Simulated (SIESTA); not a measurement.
Crystal: Ag.

```
Ag
1.0
     0.00000    2.04275    2.04275
     2.04275    0.00000    2.04275
     2.04275    2.04275    0.00000
Ag
1
Cartesian
  0.0000 0.0000 0.0000
```

Base run:

```yaml
Program: SIESTA 5.4.2
Functional: BLYP
Potentials_or_basis: PseudoDojo 0.4 standard (PBE files)
Basis: DZP (energy shift 0.002 Ry)
Grid_cutoff: 800 Ry
Energy_shift: 0.002 Ry
k_mesh: 11 × 11 × 11
Occupations: fermi-dirac, width 0.05 eV
Spin: no spin polarisation
```

Its results: band gap on the k mesh none (metal or under the smearing width); pressure 12.7 GPa.

Q: After a change of settings the same cell gave: band gap on the k mesh none (metal or under the smearing width); pressure 9.7 GPa. Which change was it?
A. functional from BLYP to OLYP
B. functional from BLYP to RPBE
C. functional from BLYP to PBEGcGxHEG
D. functional from BLYP to PBE; basis from DZP (energy shift 0.002 Ry) to SZP (energy shift 0.002 Ry)

A: B.

Caveats: semicore shells carry a single zeta, which can move pressures by several GPa and volumes by a few percent; the potentials were made for another functional, which shifts forces and pressure; the basis of atomic orbitals isn't converged, which shifts pressures, moduli and gaps.

Not every run made on this cell is shown here.
